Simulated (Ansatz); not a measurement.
# CaO (Fm-3m):V_Ca, thermodynamic levels from a 54-atom cell

Wanted: the transition levels of a vacancy in CaO (Fm-3m), from a cell of 54 host atoms with 1 Ca taken out.

Program: Ansatz 0.2.0. Level of theory: place-levels on r2SCAN runs: charge-transition levels and formation energies with image-charge correction and potential alignment at the atomic sites; PAW set soft_1. Results are calculated unless marked as measured.

In doubt: warnings of the run leave room for a lower electronic state (in some of the runs), so energies may not be the lowest and differences between runs may mislead.

## 1. The starting structure

The cell holds 53 atoms: 26 Ca and 27 O. Its edges and angles: a = 10.478 Å, b = 10.478 Å, c = 10.478 Å, α = 60.0°, β = 60.0°, γ = 60.0°. It derives from CaO (space group Fm-3m). Nearest the centre at fractional (0.667, 0.667, 0.333): O28 at 2.47 Å, O32 at 2.47 Å, O44 at 2.47 Å, O34 at 2.47 Å, O46 at 2.47 Å, O50 at 2.47 Å, Ca33 at 3.49 Å, Ca35 at 3.49 Å.

Screening for the image-charge correction: ε∞ = 3.85, ε0 = 16.67, computed on the host (DFPT, PBEsol, on the r2SCAN cell), and a cell off the functional's own equilibrium shifts the ionic part.

The relaxed host is scaled by +3.0 % along all axes; the dielectric constants are those of the unstrained host.

The cell's shortest repeat is 10.5 Å.

## 2. Charge states

A transition level is the Fermi level at which two charge states cost the same, so each charge needs its own total energy, at its own relaxed structure.

Each atom starts 0.05 Å or so off its site in a random direction: a symmetric start keeps its symmetry, and would miss off-centre moves and Jahn–Teller distortions. Forces are taken at one point at (¼, ¼, ¼). The cell holds 2 electrons more than the neutral one, with a uniform background that keeps it neutral on the whole.

The sampling was tested on the host first: at the k-points planned (1x1x1 shifted 0.25 0.25 0.25) its energy lies 0.005 eV an atom from the dense-mesh value, under the bound of 0.02 eV set for this test; that bounds the host's error, not the defect's.

One of the inputs; charge, spin and start change from state to state.

File qm2.relax/input.yaml:

```yaml
crystal:
  lattice:
    - [0.0, 7.40886948, 7.40886948]
    - [7.40886948, 0.0, 7.40886948]
    - [7.40886948, 7.40886948, 0.0]
  atoms:
    - { symbol: Ca, position: [0.0, 0.0, 0.0] }
    - { symbol: O, position: [0.16666667, 0.16666667, 0.16666667] }
[... 6 atom lines left out ...]
    - { symbol: Ca, position: [0.0, 0.33333333, 0.33333333] }
[... 3 atom lines left out ...]
    - { symbol: Ca, position: [0.0, 0.66666667, 0.0] }
[... 1 atom line left out ...]
    - { symbol: Ca, position: [0.0, 0.66666667, 0.33333333] }
[... 5 atom lines left out ...]
    - { symbol: Ca, position: [0.33333333, 0.0, 0.33333333] }
[... 4 atom lines left out ...]
    - { symbol: O, position: [0.5, 0.5, 0.16666667] }
[... 1 atom line left out ...]
    - { symbol: O, position: [0.5, 0.5, 0.5] }
[... 3 atom lines left out ...]
    - { symbol: O, position: [0.5, 0.83333333, 0.16666667] }
    - { symbol: Ca, position: [0.33333333, 0.66666667, 0.33333333] }
    - { symbol: O, position: [0.5, 0.83333333, 0.5] }
    - { symbol: Ca, position: [0.33333333, 0.66666667, 0.66666667] }
[... 1 atom line left out ...]
    - { symbol: Ca, position: [0.66666667, 0.0, 0.0] }
[... 1 atom line left out ...]
    - { symbol: Ca, position: [0.66666667, 0.0, 0.33333333] }
[... 4 atom lines left out ...]
    - { symbol: O, position: [0.83333333, 0.5, 0.16666667] }
    - { symbol: Ca, position: [0.66666667, 0.33333333, 0.33333333] }
    - { symbol: O, position: [0.83333333, 0.5, 0.5] }
    - { symbol: Ca, position: [0.66666667, 0.33333333, 0.66666667] }
[... 1 atom line left out ...]
    - { symbol: Ca, position: [0.66666667, 0.66666667, 0.0] }
    - { symbol: O, position: [0.83333333, 0.83333333, 0.16666667] }
[... 1 atom line left out ...]
    - { symbol: Ca, position: [0.66666667, 0.66666667, 0.66666667] }
    - { symbol: O, position: [0.83333333, 0.83333333, 0.83333333] }
  host:
    repeats: [3, 3, 3]
    atoms:
      - { symbol: Ca, position: [0.0, 0.0, 0.0] }
      - { symbol: O, position: [0.5, 0.5, 0.5] }
total_charge: -2
basis:
  ecutwfc: 500
  xc_grid: 2
hamiltonian:
  xc: r2scan
  pseudopotentials: { kind: paw, azcp: { folder: soft_1 } }
kpoints:
  mp_grid: { grid: [1, 1, 1], shift: [0.25, 0.25, 0.25] }
scf:
  occupations: { method: fixed }
  max_iter: 60
output:
  forces: true
  charged_corrections:
    epsilon: 3.85
    static_epsilon: 16.67
    defect_position: [0.666667, 0.666667, 0.333333]
relax:
  f_tol: 0.02
  max_steps: 80
  random_displacement: { amplitude: 0.05, seed: 8168 }
checkpoint:
  write: "../qm2.relax.run"
  compress: false
  write_wavefunctions: true
  write_every: 100000
```

Run with:

```sh
ansatz run input.yaml --threads 4 --pin off --max-ram 15073MiB --backend cpu --events-out ev --progress --plain --runs-dir out
```

The relaxed structure is kept and the sampling changed to a 2×2×2 shifted mesh.

The run of this state that the levels use, under r2SCAN:

File qm2.point/input.yaml:

```yaml
crystal:
  checkpoint: "../qm2.relax.run"
  host: checkpoint
total_charge: -2
basis:
  ecutwfc: 500
  xc_grid: 2
hamiltonian:
  xc: r2scan
  pseudopotentials: { kind: paw, azcp: { folder: soft_1 } }
kpoints:
  mp_grid: { grid: [2, 2, 2], shift: [0.5, 0.5, 0.5] }
scf:
  occupations: { method: fermi_dirac, width: 0.01 }
  max_iter: 60
output:
  forces: true
  eigenvalues: true
  charged_corrections:
    epsilon: 3.85
    static_epsilon: 16.67
    defect_position: [0.666667, 0.666667, 0.333333]
  eigenstates: { localisation: true }
  populations: true
  band_densities: [{ bands: [v1, v1] }, { bands: [c1, c1] }]
  write_density: true
  write_potential: true
  volumetric_format: npy
checkpoint:
  read: "../qm2.relax.run"
  write: "../qm2.point.run"
  compress: false
  write_wavefunctions: false
  write_every: 100000
```

Relaxations under r2SCAN at one point at (¼, ¼, ¼); times on 4 threads of Arm Neoverse V2, shared host:

| charge | moment (μB) | occupations | outcome | steps | largest displacement against the far atoms (Å) | time |
| --- | --- | --- | --- | --- | --- | --- |
| −2 | 0 | fixed | converged | 4 | 0.22 | 65 s |
| −1 | 1 | fixed | converged | 7 | 0.22 | 5 min |
| 0 | 0 | fixed | not converged | - | - | 56 s |
| 0 | 0 | fermi-dirac | converged | 4 | 0.22 | 1.8 min |
| +1 | 1 | fixed | not converged | 2 | - | 5.6 min |
| +1 | 1 | fermi-dirac | converged | 7 | 0.22 | 11 min |
| 0 | 2 | fixed | converged | 5 | 0.22 | 4 min |

Single points under r2SCAN at a 2×2×2 shifted mesh; times on 4 threads of Arm Neoverse V2, shared host:

| charge | moment (μB) | occupations | outcome | time |
| --- | --- | --- | --- | --- |
| −2 | 0 | fermi-dirac | converged | 1.8 min |
| −1 | 1 | fermi-dirac | converged | 4.4 min |
| 0 | 0 | fermi-dirac | converged | 2.3 min |
| +1 | 1 | fermi-dirac | converged | 49 min |
| 0 | 2 | fermi-dirac | converged | 4.9 min |

Distances (Å) from the ideal centre to the nearest atoms after relaxation with r2SCAN:

```
charge  moment (μB)      1.      2.      3.      4.      5.      6.
    −2            0  O 2.68  O 2.69  O 2.69  O 2.69  O 2.69  O 2.69
    −1            1  O 2.68  O 2.68  O 2.69  O 2.69  O 2.69  O 2.69
     0            0  O 2.68  O 2.69  O 2.69  O 2.69  O 2.69  O 2.70
     0            2  O 2.68  O 2.68  O 2.69  O 2.69  O 2.69  O 2.69
    +1            1  O 2.68  O 2.68  O 2.68  O 2.68  O 2.69  O 2.69
```

## 3. Levels against the band edges, r2SCAN

A charged cell interacts with its images and the background, and its potential has another zero than the host's. place-levels removes the first by a point-charge model, screened by the static dielectric constant since the ions have relaxed around the charge, and the second by comparing potentials at atoms far from the defect.

The host is a run of the defect-free crystal in the same cutoffs, grids and k-points, so that basis and sampling errors cancel in part in the differences. Its band edges come from a run of the primitive cell that searches the zone for them. Chemical potentials are energies per atom of Ca (fcc), run with the same functional and cutoff.

File levels.point.yaml:

```yaml
host:
  run: host.point.run
  levels_from: { run: edges.point.run }
states: [qm2.point.run, qm1_M1.point.run, q0.point.run, qp1_M1.point.run, q0_M2.point.run]
geometry_from:
  qm2.point.run: qm2.relax.run
  qm1_M1.point.run: qm1_M1.relax.run
  q0.point.run: q0.relax_smeared.run
  qp1_M1.point.run: qp1_M1.relax_smeared.run
  q0_M2.point.run: q0_M2.relax.run
chemical_potentials:
  Ca:
    energy: -1821.671293
    dataset: <sha256 of the dataset>
epsilon: 3.85
static_epsilon: 16.67
vertical:
  - { from: qm2.point.run, to: qm2.point_neutral.run }
  - { from: qm1_M1.point.run, to: qm1_M1.point_neutral.run }
  - { from: qp1_M1.point.run, to: qp1_M1.point_neutral.run }
```

Run with:

```sh
ansatz place-levels levels.point.yaml -- --threads 4 --pin off --max-ram 15073MiB
```

Numbers of over 12 decimals in the logs are rounded to 6 here.

What it wrote:

```text
[... repeated set-up lines and file paths are left out, and long positions are rounded to six places ...]
(+1/0) 0.039 eV beneath the valence edge (-0.201 eV without the band-filling correction), in the valence band
(0/-1) 0.127 eV above the valence edge, 4.072 eV under the conduction edge
(-1/-2) 0.379 eV above the valence edge, 3.820 eV under the conduction edge
formation energy of charge +1: +9.203 eV with the Fermi level at the valence edge
formation energy of charge 0: +9.164 eV with the Fermi level at the valence edge
formation energy of charge -1: +9.291 eV with the Fermi level at the valence edge
formation energy of charge -2: +9.670 eV with the Fermi level at the valence edge
vertical -2 to 0: no energy, since no alignment is typed
  the change from vertical[0].from (qm2.point.run) to vertical[0].to (qm2.point_neutral.run): by its potential at epsilon 3.85 it stands at 0.667 0.666 0.333, with an rms radius of about 6.9 Å (4.0 4.0 4.0 Å across the planes of the cell's vectors); [...]
vertical -1 to 0: no energy, since no alignment is typed
  the change from vertical[1].from (qm1_M1.point.run) to vertical[1].to (qm1_M1.point_neutral.run): by its potential at epsilon 3.85 it stands at 0.162 0.162 0.835, with an rms radius of about 5.9 Å (3.3 3.5 3.4 Å across the planes of the cell's vectors); [...]
vertical +1 to 0: no energy, since no alignment is typed
  the change from vertical[2].from (qp1_M1.point.run) to vertical[2].to (qp1_M1.point_neutral.run): by its spins about the atoms it stands at 0.479 0.482 0.493, with an rms radius of about 3.0 Å (1.6 1.7 2.0 Å across the planes of the cell's vectors); [...]
  edges by r2scan of host.levels_from (edges.point.run), its mesh sampled to repeats of 34.93 Å (the valence edge +0.082 eV and the conduction edge -0.209 eV from those of the host's own run), gap 4.199 eV; the host is sampled to repeats of 20.96 Å
  the defect's cells are sampled to repeats of 20.96 Å, like sampling
  charge +1: -62814.0076 eV with its correction of -0.425 eV, at epsilon 16.67, aligned at sites: -0.5588 eV, mean over 21 atomic sites at or beyond 5.24 Å from the defect at [0.6667, 0.6667, 0.3333], with -0.000000 for the charge's moments and without [...]
  states[3] (qp1_M1.point.run): levels filled in part (TS 0.005 eV): its energy is of no whole electron's
  charge 0: +0.000 eV for its dipole among its images, +0.000 omitted
  charge -1: -62801.0731 eV with its correction of +0.557 eV, at epsilon 16.67, aligned at sites: -0.4236 eV, mean over 21 atomic sites at or beyond 5.24 Å from the defect at [0.6667, 0.6667, 0.3333], with -0.000000 for the charge's moments and without [...]
  states[1] (qm1_M1.point.run): levels filled in part (TS 0.006 eV): its energy is of no whole electron's
  charge -2: -62794.1894 eV with its correction of +1.276 eV, at epsilon 16.67, aligned at sites: -0.3705 eV, mean over 21 atomic sites at or beyond 5.24 Å from the defect at [0.6667, 0.6667, 0.3333], with +0.000000 for the charge's moments and without [...]
  charge 0: states[2] (q0.point.run) stands 0.107 eV higher, with a moment of 0.00 μB against 2.00
  states[2] (q0.point.run): levels filled in part (TS 0.016 eV): its energy is of no whole electron's
  of states[3] (qp1_M1.point.run): it parts from the run at its places by a charge that spreads by about 2 Å along one vector (1.5 Å or more is wide), by the spins about the atoms, where the cell does not tell a trapped carrier from a band state. [...]
  of states[4] (q0_M2.point.run): its alignment with the host at atomic sites is doubtful: the cell is too small to show whether the defect's potential has decayed: take a larger one; stability_check_not_made
  of states[1] (qm1_M1.point.run): it parts from the run at its places by a charge that spreads by about 3.5 Å along one vector (1.5 Å or more is wide), by its potential at epsilon 3.85, taken for that of held ions (one typed too small widens it), where the [...]
  of states[0] (qm2.point.run): it parts from the run at its places by a charge that spreads by about 4 Å along one vector (1.5 Å or more is wide), by its potential at epsilon 3.85, taken for that of held ions (one typed too small widens it), where the cell [...]
  of states[2] (q0.point.run): its alignment with the host at atomic sites is doubtful: the cell is too small to show whether the defect's potential has decayed: take a larger one
  of vertical[0].from (qm2.point.run): it parts from the run at its places by a charge that spreads by about 4 Å along one vector (1.5 Å or more is wide), by its potential at epsilon 3.85, taken for that of held ions (one typed too small widens it), where the [...]
  vertical[0].to (qm2.point_neutral.run): levels filled in part (TS 0.016 eV): its energy is of no whole electron's
  vertical[1].from (qm1_M1.point.run): levels filled in part (TS 0.006 eV): its energy is of no whole electron's
  of vertical[1].from (qm1_M1.point.run): stability_check_not_made; [...]
  vertical[1].to (qm1_M1.point_neutral.run): levels filled in part (TS 0.016 eV): its energy is of no whole electron's
  vertical[2].from (qp1_M1.point.run): levels filled in part (TS 0.005 eV): its energy is of no whole electron's
  of vertical[2].from (qp1_M1.point.run): its moments are held at its close (magnetization.spin_locking), by a field of 0.022 eV a Bohr magneton, and its energy and levels are of the state that this holds: a run that lets them go can end lower; [...]
  vertical[2].to (qp1_M1.point_neutral.run): levels filled in part (TS 0.015 eV): its energy is of no whole electron's
```

Run time: 0.5 s. Hardware: 4 threads of Arm Neoverse V2, shared host.

Levels between the charges placed, in eV above the valence top:

```csv
,gap (eV),(+1/0),(0/−1),(−1/−2)
r2SCAN,4.20,-0.04,0.13,0.38
```

Corrections by state:

| charge | moment (μB) | image terms and alignment (eV) | band filling (eV) | ε used | over the lowest of its charge, as the program ranks them, band filling apart (eV) |
| --- | --- | --- | --- | --- | --- |
| +1 | 1.0 | -0.425 | -0.162 | 16.67 | 0.000 |
| 0 | 2.0 | 0.000 | - | - | 0.000 |
| −1 | 1.0 | 0.557 | - | 16.67 | 0.000 |
| −2 | 0.0 | 1.276 | - | 16.67 | 0.000 |
| 0 | 0.0 | 0.000 | - | - | 0.107 |

The charged structures listed were also run neutral, and place-levels reads from each pair, by the potential or the spins, how wide the charge is by which they differ; that can be the carrier of either run.

```
charge  rms radius (Å)  spread where it is widest against the cell (Å)  wide from (Å)  reading
    +1             3.0                                            1.96           1.48     wide
    −1             5.9                                            3.45           1.48     wide
    −2             6.9                                            3.98           1.48     wide
```

The neutral runs of these pairs need not share the spin of the lowest neutral state, and very wide values only mean spread over the cell.

From the program's caveats on the states, each cut to its opening words:

- charge +1 (1 μB): it parts from the run at its places by a charge that spreads by about 2 Å along one vector (1.5 Å or more is wide), by the spins about the atoms, where the [...]
- charge +1 (1 μB): a band-filling correction moves a carrier to the host's band edge, which changes its energy by -0.162 eV
- charge +1 (1 μB), 0 (2 μB), −1 (1 μB), −2, 0: its alignment with the host at atomic sites is doubtful: the cell is too small to show whether the defect's potential has decayed: take a larger one
- charge +1 (1 μB): its moments are held at its close (magnetization.spin_locking), by a field of 0.022 eV a Bohr magneton, and its energy and levels are of the state that this [...]
- charge +1 (1 μB), 0 (2 μB), −1 (1 μB): flagged: stability check not made
- charge −1 (1 μB): it parts from the run at its places by a charge that spreads by about 3.5 Å along one vector (1.5 Å or more is wide), by its potential at epsilon 3.85, taken [...]
- charge −2: it parts from the run at its places by a charge that spreads by about 4 Å along one vector (1.5 Å or more is wide), by its potential at epsilon 3.85, taken for [...]

The host's formation energy from the elements is -3.180 eV per atom at this strain; it sets how far the chemical potentials can move.

Limit set by the element alone; other compounds of these elements are not counted. Chemical potentials from the elements' reference states: Ca 0.00 eV, O -6.36 eV. Formation energy by charge state (Ca-rich; gap 4.20 eV):

```csv
charge,at valence top (eV),at conduction bottom (eV),correction included (eV)
+1,9.20,13.40,-0.59
0,9.16,9.16,0.00
−1,9.29,5.09,0.56
−2,9.67,1.27,1.28
```

```tsv
Fermi level (eV)	lowest formation energy (eV)
0.00	9.16
0.38	8.91
0.76	8.14
1.14	7.38
1.53	6.62
1.91	5.86
2.29	5.09
2.67	4.32
3.05	3.56
3.44	2.80
3.82	2.03
4.20	1.27
```

Limit set by the element alone; other compounds of these elements are not counted. Chemical potentials from the elements' reference states: O 0.00 eV, Ca -6.36 eV. Formation energies (O-rich), with the Fermi level at the valence top and at the conduction bottom (gap 4.20 eV):

```csv
charge,at valence top (eV),at conduction bottom (eV),correction included (eV)
+1,2.84,7.04,-0.59
0,2.80,2.80,0.00
−1,2.93,-1.27,0.56
−2,3.31,-5.09,1.28
```

| Fermi level (eV) | lowest formation energy (eV) |
| --- | --- |
| 0.00 | 2.80 |
| 0.38 | 2.55 |
| 0.76 | 1.79 |
| 1.14 | 1.02 |
| 1.53 | 0.26 |
| 1.91 | -0.50 |
| 2.29 | -1.27 |
| 2.67 | -2.04 |
| 3.05 | -2.80 |
| 3.44 | -3.56 |
| 3.82 | -4.32 |
| 4.20 | -5.09 |

## 4. Summary of results

```yaml
gap_of_the_host: 4.20 eV (r2SCAN)
level_plus_1_over_0: 0.04 eV below the valence top (-0.20 eV above the valence top without the band-filling term)
level_0_minus_1: 0.13 eV above the valence top
level_minus_1_minus_2: 0.38 eV above the valence top
lowest_of_the_charges_placed_just_above_the_valence_top_0p02_ev: 0
lowest_of_the_charges_placed_just_below_the_conduction_bottom_0p02_ev: −2
lowest_formation_energy_at_mid_gap_of_the_charges_run_ca_rich: 5.47 eV
lowest_formation_energy_at_mid_gap_of_the_charges_run_o_rich: -0.89 eV
```

In words: Of the charges placed (−2, −1, 0 and +1), the lowest changes at 0.13 eV (0/−1) and 0.38 eV (−1/−2) above the valence top, in a gap of 4.20 eV. (0/−1) and (−1/−2) lie nearer to a band edge than the share of the finite-size correction in them (0.56 and 0.72 eV), and that correction holds for a localised charge alone. (0/−1) lies 0.13 eV from a band edge, less than the doubt on such levels. Charges below −2 were not placed, so these runs say nothing of levels that involve them. States placed: +1 at 1 μB; 0 at 2 μB and 0 μB; −1 at 1 μB; −2 at 0 μB. Other spin states or structures, where not listed, weren't placed. The program finds carriers beyond a band edge of the host and adds a band-filling term at charge +1 (-0.16 eV); steps to such a charge show no bound level, and a defect level inside a band would be read the same way. The program doubts the alignment of potentials for at least one state, a sign that the cell is small. Keep in mind: r2SCAN makes the gap too small and tends to spread out bound carriers; where a gas molecule sets a chemical potential or the host's formation energy, its binding is uncorrected; force components of up to 0.12 eV/Å remain in a run at the final settings.

[Logs are printed without paths, hosts, clocks, repeated set-up lines and the standing remarks that a program may print on its own settings, such as how far it seeks lower states.]

[Hosts, paths, dates, database ids (printed as entryN), source tags and the programs' standing remarks are cut or masked in the printed files.]

[Where a table of states has a column of steps, it counts the stored structures, which are thinned; the runs took as many ionic steps or more.]

[A defect's name tells the site on which it was built; relaxed atoms can leave that site.]

[For some hosts the program warned that the k-mesh of the response run may be too coarse for force constants and the static dielectric constant; such warnings are not shown here.]
